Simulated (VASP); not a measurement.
# Mg2Si (Fm-3m) in VASP: band structure with PBE

Aim: the band structure of Mg2Si with PBE.

All numbers are computed with VASP 6.6.1; they aren't measurements. Logs are shortened: lines on timing, memory, paths and dates and some standing lists are left out, and cuts for length are marked.

## 1. The crystal as given

It takes space group Fm-3m (No. 225, cubic). Conventional cell: a = 6.330 Å, b = 6.330 Å, c = 6.330 Å, α = 90.00°, β = 90.00°, γ = 90.00°. Si (site symmetry m-3m) has 8 Mg at 2.74 Å as nearest neighbours. Around Mg (site symmetry -43m) lie 4 Si at 2.74 Å.

The cell was built by a generator and needn't be a form met in nature.

## 2. Band structure, PBE

The input, POSCAR:

```
Mg2Si
1.0
    0.0000000000      3.1650000000      3.1650000000
    3.1650000000      0.0000000000      3.1650000000
    3.1650000000      3.1650000000      0.0000000000
Si Mg
1 2
Direct
    0.0000000000      0.0000000000      0.0000000000
    0.2500000000      0.2500000000      0.2500000000
    0.7500000000      0.7500000000      0.7500000000
```

The input, INCAR.step1:

```
SYSTEM = Mg2Si
PREC = Accurate
ENCUT = 520
EDIFF = 1E-6
ISMEAR = 0
SIGMA = 0.02
LREAL = .FALSE.
LASPH = .TRUE.
NELM = 60
ALGO = Normal
ISIF = 2
LWAVE = .FALSE.
LCHARG = .TRUE.
GGA = PE
```

The input, KPOINTS.step1:

```
Automatic mesh
0
G
  8 8 8
  0 0 0
```

The input, INCAR.step2:

```
SYSTEM = Mg2Si
PREC = Accurate
ENCUT = 520
EDIFF = 1E-6
ISMEAR = 0
SIGMA = 0.05
LREAL = .FALSE.
LASPH = .TRUE.
NELM = 60
ALGO = Normal
ISIF = 2
LWAVE = .FALSE.
LCHARG = .FALSE.
GGA = PE
ICHARG = 11
```

The input, KPOINTS.step2:

```
path GXWKGLUWLK,UX
20
line-mode
reciprocal
 0.0000000000  0.0000000000  0.0000000000  G
 0.5000000000  0.0000000000  0.5000000000  X

 0.5000000000  0.0000000000  0.5000000000  X
 0.5000000000  0.2500000000  0.7500000000  W

 0.5000000000  0.2500000000  0.7500000000  W
 0.3750000000  0.3750000000  0.7500000000  K

 0.3750000000  0.3750000000  0.7500000000  K
 0.0000000000  0.0000000000  0.0000000000  G

 0.0000000000  0.0000000000  0.0000000000  G
 0.5000000000  0.5000000000  0.5000000000  L

 0.5000000000  0.5000000000  0.5000000000  L
 0.6250000000  0.2500000000  0.6250000000  U

 0.6250000000  0.2500000000  0.6250000000  U
 0.5000000000  0.2500000000  0.7500000000  W

 0.5000000000  0.2500000000  0.7500000000  W
 0.5000000000  0.5000000000  0.5000000000  L

 0.5000000000  0.5000000000  0.5000000000  L
 0.3750000000  0.3750000000  0.7500000000  K

 0.6250000000  0.2500000000  0.6250000000  U
 0.5000000000  0.0000000000  0.5000000000  X
```

Potentials or basis: VASP PAW PBE potentials, release 64 (Si, Mg).

Started as:

```sh
> cat potpaw_PBE.64/Si/POTCAR potpaw_PBE.64/Mg/POTCAR > POTCAR
> cp INCAR.step1 INCAR
> cp KPOINTS.step1 KPOINTS
> mpirun -np 1 vasp_std > vasp.out
> cp INCAR.step2 INCAR
> cp KPOINTS.step2 KPOINTS
> mpirun -np 1 vasp_std > vasp.out
```

OUTCAR:

```text
SYSTEM = Mg2Si
   PREC = Accurate
   ENCUT = 520
   EDIFF = 1E-6
   ISMEAR = 0
   LREAL = .FALSE.
   LASPH = .TRUE.
   NELM = 60
   ISIF = 2
   GGA = PE
   ICHARG = 11

 ion  position               nearest neighbor table
   1  0.000  0.000  0.000-   3 2.74   3 2.74   3 2.74   2 2.74   3 2.74   2 2.74   2 2.74   2 2.74

   2  0.250  0.250  0.250-   1 2.74   1 2.74   1 2.74   1 2.74   3 3.17   3 3.17   3 3.17   3 3.17
                             3 3.17   3 3.17
   3  0.750  0.750  0.750-   1 2.74   1 2.74   1 2.74   1 2.74   2 3.17   2 3.17   2 3.17   2 3.17
                             2 3.17   2 3.17

  LATTYP: Found a face centered cubic cell.
 ALAT       =     6.3300000000

  Lattice vectors:

 A1 = (   0.0000000000,   3.1650000000,   3.1650000000)
 A2 = (   3.1650000000,   0.0000000000,   3.1650000000)
 A3 = (   3.1650000000,   3.1650000000,   0.0000000000)

Analysis of symmetry for initial positions (statically):
=====================================================================
 Subroutine PRICEL returns:
 Original cell was already a primitive cell.

 Routine SETGRP: Setting up the symmetry group for a
 face centered cubic supercell.

 Subroutine GETGRP returns: Found 48 space group operations
 (whereof 48 operations were pure point group operations)
 out of a pool of 48 trial point group operations.

The static configuration has the point symmetry O_h .

Analysis of symmetry for dynamics (positions and initial velocities):
=====================================================================
 Subroutine PRICEL returns:
 Original cell was already a primitive cell.

 Routine SETGRP: Setting up the symmetry group for a
 face centered cubic supercell.

 Subroutine GETGRP returns: Found 48 space group operations
 (whereof 48 operations were pure point group operations)
 out of a pool of 48 trial point group operations.

The dynamic configuration has the point symmetry O_h .

 Subroutine INISYM returns: Found 48 space group operations
 (whereof 48 operations are pure point group operations),
 and found     1 'primitive' translations

----------------------------------------------------------------------------------------

                                     Primitive cell

  volume of cell :      63.4090

  direct lattice vectors                    reciprocal lattice vectors
     0.000000000  3.165000000  3.165000000    -0.157977883  0.157977883  0.157977883
     3.165000000  0.000000000  3.165000000     0.157977883 -0.157977883  0.157977883
     3.165000000  3.165000000  0.000000000     0.157977883  0.157977883 -0.157977883

  length of vectors
     4.475985925  4.475985925  4.475985925     0.273625720  0.273625720  0.273625720

  position of ions in fractional coordinates (direct lattice)
     0.000000000  0.000000000  0.000000000
     0.250000000  0.250000000  0.250000000
     0.750000000  0.750000000  0.750000000

  ion indices of the primitive-cell ions
   primitive index   ion index
                 1           1
                 2           2
                 3           3

----------------------------------------------------------------------------------------

 KPOINTS: path GXWKGLUWLK,UX

Interpolating k-points between supplied coordinates.

 Line segments in fractional coordinates (reciprocal lattice):
    0.000000  0.000000  0.000000  ...  0.500000  0.000000  0.500000
    0.500000  0.000000  0.500000  ...  0.500000  0.250000  0.750000
    0.500000  0.250000  0.750000  ...  0.375000  0.375000  0.750000
    0.375000  0.375000  0.750000  ...  0.000000  0.000000  0.000000
    0.000000  0.000000  0.000000  ...  0.500000  0.500000  0.500000
    0.500000  0.500000  0.500000  ...  0.625000  0.250000  0.625000
    0.625000  0.250000  0.625000  ...  0.500000  0.250000  0.750000
    0.500000  0.250000  0.750000  ...  0.500000  0.500000  0.500000
    0.500000  0.500000  0.500000  ...  0.375000  0.375000  0.750000
    0.625000  0.250000  0.625000  ...  0.500000  0.000000  0.500000

 Generated    20 points on each line segment, for a total of    200 k-points:

 Following reciprocal coordinates:
            Coordinates               Weight
  0.000000  0.000000  0.000000      0.005000
  0.026316  0.000000  0.026316      0.005000
  0.052632  0.000000  0.052632      0.005000
  0.078947  0.000000  0.078947      0.005000
  0.105263  0.000000  0.105263      0.005000
  0.131579  0.000000  0.131579      0.005000
[... 16 lines left out ...]
  0.500000  0.026316  0.526316      0.005000
  0.500000  0.039474  0.539474      0.005000
 [... further k-points ...]
   k-points           NKPTS =    200   k-points in BZ     NKDIM =    200   number of bands    NBANDS=      8
   number of dos      NEDOS =    301   number of ions     NIONS =      3
   total plane-waves  NPLWV =  46656
   dimension x,y,z NGX =    36 NGY =   36 NGZ =   36
   dimension x,y,z NGXF=    72 NGYF=   72 NGZF=   72
   ions per type =               1   2
   NGX,Y,Z   is equivalent  to a cutoff of  13.37, 13.37, 13.37 a.u.
   NGXF,Y,Z  is equivalent  to a cutoff of  26.74, 26.74, 26.74 a.u.
 SYSTEM =  Mg2Si
   PREC   = accura    normal or accurate (medium, high low for compatibility)
   ISTART =      0    job   : 0-new  1-cont  2-samecut
   ICHARG =     11    charge: 1-file 2-atom 10-const
   ISPIN  =      1    spin polarized calculation?
   LNONCOLLINEAR =      F non collinear calculations
   LSORBIT =      F    spin-orbit coupling
   LASPH  =      T    aspherical Exc in radial PAW
   ENCUT  =  520.0 eV  38.22 Ry    6.18 a.u.   8.32  8.32  8.32*2*pi/ulx,y,z
   NELM   =     60;   NELMIN=  2; NELMDL=  0     # of ELM steps
   EDIFF  = 0.1E-05   stopping-criterion for ELM
   LREAL  =      F    real-space projection
   EDIFFG = 0.1E-04   stopping-criterion for IOM
   NSW    =      0    number of steps for IOM
   IBRION =     -1    ionic relax: 0-MD 1-quasi-New 2-CG
   NFREE  =      0    steps in history (QN), initial steepest desc. (CG)
   ISIF   =      2    stress and relaxation
   ISYM   =      2    0-nonsym 1-usesym 2-fastsym
   POTIM  = 0.5000    time-step for ionic-motion
   TEBEG  =    0.0;   TEEND  =   0.0 temperature during run
   PSTRESS=    0.0 pullay stress
   NELECT =       8.0000    total number of electrons
   NUPDOWN=      -1.0000    fix difference up-down
   EMIN   =  10.00;   EMAX   =-10.00  energy-range for DOS
   EFERMI =   0.00;   METHOD = LEGACY
   ISMEAR =     0;   SIGMA  =   0.05  broadening in eV -4-tet -1-fermi 0-gaus
   EFERMI_NEDOS =   21; number of points for ismear=-14 and -15
   IALGO  =     38    algorithm
   IMIX   =      4    mixing-type and parameters
     AMIX     =   0.40;   BMIX     =  1.00
     AMIX_MAG =   1.60;   BMIX_MAG =  1.00
  volume/ion in A,a.u.               =      21.14       142.64
  Fermi-wavevector in a.u.,A,eV,Ry     =   0.821084  1.551624  9.172769  0.674180
  Thomas-Fermi vector in A             =   1.932181
   LORBIT       =      0    0 simple, 1 ext, 2 COOP (PROOUT), +10 PAW based schemes
   GGA     = PE    functional components
   LHFCALC =     F    Hartree Fock is set to
   AEXX    =    0.0000 exact exchange contribution
   IVDW    =     0    specifies the selected vdW correction
   LEPSILON=     F    determine dielectric tensor
   LRPA    =     F    only Hartree local field effects (RPA)
 non-spin polarized calculation
 Gauss-broadening in eV      SIGMA  =   0.05
  energy-cutoff  :      520.00
  volume of cell :       63.41
 maximum number of plane-waves:      1735
 NGX is ok and might be reduce to    36

 number of electron       8.0000000 magnetization

 Free energy of the ion-electron system (eV)
  ---------------------------------------------------
  ext. energy  EPLUGINS =         0.00000000
  ---------------------------------------------------
  free energy    TOTEN  =        -9.06767074 eV

  energy without entropy =       -9.06762603  energy(sigma->0) =       -9.06764839

 E-fermi :   3.7616     XC(G=0):  -8.8220

 val. band max:        3.6580927007   @ k =   0.0000   0.0000   0.0000
 cond. band min:       3.8531718611   @ k =   0.5000   0.0000   0.5000
 fundamental gap:      0.1950791604
 Fermi energy:         3.7616230498

 k-point     1 :       0.0000    0.0000    0.0000
  band No.  band energies     occupation
      1      -5.4958      2.00000
      2       3.6581      1.99659
      3       3.6581      1.99659
      4       3.6581      1.99659
      5       5.5934      0.00000
      6       6.2401      0.00000
      7       6.2401      0.00000
      8       6.2401      0.00000

 k-point     2 :       0.0263    0.0000    0.0263
  band No.  band energies     occupation
      1      -5.4874      2.00000
      2       3.5909      2.00000
      3       3.6285      1.99983
      4       3.6285      1.99983
      5       5.6653      0.00000
      6       6.2122      0.00000
      7       6.2815      0.00000
      8       6.2815      0.00000

 k-point     3 :       0.0526    0.0000    0.0526
  band No.  band energies     occupation
      1      -5.4621      2.00000
      2       3.4137      2.00000
      3       3.5453      2.00000
      4       3.5453      2.00000
      5       5.8540      0.00000
      6       6.1324      0.00000
      7       6.3999      0.00000
      8       6.3999      0.00000

 k-point     4 :       0.0789    0.0000    0.0789
  band No.  band energies     occupation
      1      -5.4201      2.00000
      2       3.1706      2.00000
      3       3.4220      2.00000
      4       3.4220      2.00000
      5       6.0103      0.00000
      6       6.1063      0.00000
      7       6.5815      0.00000
      8       6.5815      0.00000

 k-point     5 :       0.1053    0.0000    0.1053
  band No.  band energies     occupation
      1      -5.3615      2.00000
      2       2.8935      2.00000
      3       3.2731      2.00000
      4       3.2731      2.00000
      5       5.8582      0.00000
      6       6.3637      0.00000
      7       6.8109      0.00000
      8       6.8109      0.00000

 k-point     6 :       0.1316    0.0000    0.1316
  band No.  band energies     occupation
      1      -5.2868      2.00000
      2       2.5999      2.00000
      3       3.1108      2.00000
      4       3.1108      2.00000
      5       5.6875      0.00000
      6       6.5366      0.00000
      7       7.0752      0.00000
      8       7.0752      0.00000

 k-point     7 :       0.1579    0.0000    0.1579
  band No.  band energies     occupation
      1      -5.1962      2.00000
      2       2.2989      2.00000
      3       2.9440      2.00000
      4       2.9440      2.00000
      5       5.5076      0.00000
      6       6.4974      0.00000
      7       7.3644      0.00000
      8       7.3645      0.00000
[... 133 lines left out ...]
 k-point    20 :       0.5000    0.0000    0.5000
  band No.  band energies     occupation
      1      -3.4894      2.00000
      2      -0.7950      2.00000
      3       1.7020      2.00000
      4       1.7020      2.00000
      5       3.8532      0.00961
      6       4.0840      0.00000
      7      11.6445      0.00000
      8      11.6487      0.00000

 k-point    21 :       0.5000    0.0000    0.5000
  band No.  band energies     occupation
      1      -3.4894      2.00000
      2      -0.7950      2.00000
      3       1.7020      2.00000
      4       1.7020      2.00000
      5       3.8532      0.00961
      6       4.0840      0.00000
      7      11.6444      0.00000
      8      11.6492      0.00000

 k-point    22 :       0.5000    0.0132    0.5132
  band No.  band energies     occupation
      1      -3.4891      2.00000
      2      -0.7926      2.00000
      3       1.6904      2.00000
      4       1.6945      2.00000
      5       3.8668      0.00292
      6       4.0999      0.00000
      7      11.5928      0.00000
      8      11.6541      0.00000

 k-point    23 :       0.5000    0.0263    0.5263
  band No.  band energies     occupation
      1      -3.4881      2.00000
      2      -0.7855      2.00000
      3       1.6563      2.00000
      4       1.6726      2.00000
      5       3.9072      0.00004
      6       4.1466      0.00000
      7      11.4576      0.00000
      8      11.7190      0.00000

 k-point    24 :       0.5000    0.0395    0.5395
  band No.  band energies     occupation
      1      -3.4865      2.00000
      2      -0.7736      2.00000
      3       1.6024      2.00000
      4       1.6380      2.00000
      5       3.9724      0.00000
      6       4.2217      0.00000
      7      11.2562      0.00000
      8      11.5551      0.00000

 [... further k-points ...]
[... 5 lines left out ...]
  --------------------------------------------------------------------------------------
  -------------------------------------------------------------------------------------
  Total        0.1457647      0.1457647      0.1457647      0.0000000      0.0000000     -0.0000000
  in kB        3.6830852      3.6830852      3.6830852      0.0000000      0.0000000     -0.0000000
  external PRESSURE =       3.6830852 kB  Pullay stress =       0.0000000 kB

 VOLUME and BASIS-vectors are now :
 -----------------------------------------------------------------------------
  energy-cutoff  :      520.00
  volume of cell :       63.41
      direct lattice vectors                 reciprocal lattice vectors
     0.000000000  3.165000000  3.165000000    -0.157977883  0.157977883  0.157977883
     3.165000000  0.000000000  3.165000000     0.157977883 -0.157977883  0.157977883
     3.165000000  3.165000000  0.000000000     0.157977883  0.157977883 -0.157977883

 POSITION                                       TOTAL-FORCE (eV/Angst)
 -----------------------------------------------------------------------------------
      0.00000      0.00000      0.00000        -0.000000     -0.000000      0.000000
      1.58250      1.58250      1.58250         0.000000      0.000000      0.000000
      4.74750      4.74750      4.74750        -0.000000     -0.000000     -0.000000
 -----------------------------------------------------------------------------------
    total drift:                               -0.000000     -0.000000     -0.000000

  FREE ENERGIE OF THE ION-ELECTRON SYSTEM (eV)
  ---------------------------------------------------
  free  energy   TOTEN  =        -9.0676707386 eV

  energy  without entropy=       -9.0676260324  energy(sigma->0) =       -9.06764839
```

Run time: 33 s. Hardware: 1 thread of Intel Xeon 6975P-C (Granite Rapids), shared host; peak memory 0.28 GiB.

What came out:

```yaml
Band_gap_on_the_k_mesh: 0.20 eV, indirect (least direct gap 1.94 eV)
Band_gap_along_the_path: 0.20 eV, indirect (least direct gap 1.94 eV)
```

Levels at the corners of the path, in eV from the valence-band top:
| point | band 1 | band 2 | band 3 | band 4 | band 5 | band 6 | band 7 | band 8 |
| --- | --- | --- | --- | --- | --- | --- | --- | --- |
| Γ | -9.15 | 0.00 | 0.00 | 0.00 | 1.94 | 2.58 | 2.58 | 2.58 |
| X | -7.15 | -4.45 | -1.96 | -1.96 | 0.20 | 0.43 | 7.99 | 7.99 |
| X | -7.15 | -4.45 | -1.96 | -1.96 | 0.20 | 0.43 | 7.99 | 7.99 |
| W | -7.10 | -3.62 | -3.62 | -2.68 | 2.68 | 3.59 | 3.59 | 3.93 |
| W | -7.10 | -3.62 | -3.62 | -2.68 | 2.68 | 3.59 | 3.59 | 3.93 |
| K | -7.17 | -4.03 | -3.46 | -1.63 | 0.70 | 3.00 | 5.88 | 6.14 |
| K | -7.17 | -4.03 | -3.46 | -1.63 | 0.70 | 3.00 | 5.88 | 6.14 |
| Γ | -9.15 | 0.00 | 0.00 | 0.00 | 1.94 | 2.58 | 2.58 | 2.58 |
| Γ | -9.15 | 0.00 | 0.00 | 0.00 | 1.94 | 2.58 | 2.58 | 2.58 |
| L | -7.71 | -4.79 | -0.70 | -0.70 | 1.30 | 2.56 | 2.56 | 5.04 |
| L | -7.71 | -4.79 | -0.70 | -0.70 | 1.30 | 2.56 | 2.56 | 5.04 |
| U | -7.17 | -4.03 | -3.46 | -1.63 | 0.70 | 3.00 | 5.88 | 6.14 |
| U | -7.17 | -4.03 | -3.46 | -1.63 | 0.70 | 3.00 | 5.88 | 6.13 |
| W | -7.10 | -3.62 | -3.62 | -2.68 | 2.68 | 3.59 | 3.59 | 3.93 |
| W | -7.10 | -3.62 | -3.62 | -2.68 | 2.68 | 3.59 | 3.59 | 3.93 |
| L | -7.71 | -4.79 | -0.70 | -0.70 | 1.30 | 2.56 | 2.56 | 5.04 |
| L | -7.71 | -4.79 | -0.70 | -0.70 | 1.30 | 2.56 | 2.56 | 5.04 |
| K | -7.17 | -4.03 | -3.46 | -1.63 | 0.70 | 3.00 | 5.88 | 6.14 |
| U | -7.17 | -4.03 | -3.46 | -1.63 | 0.70 | 3.00 | 5.88 | 6.13 |
| X | -7.15 | -4.45 | -1.96 | -1.96 | 0.20 | 0.43 | 7.99 | 8.02 |

Caveat: the log is that of the step along the path at fixed density, whose energy, stress, charges and moments have no meaning.
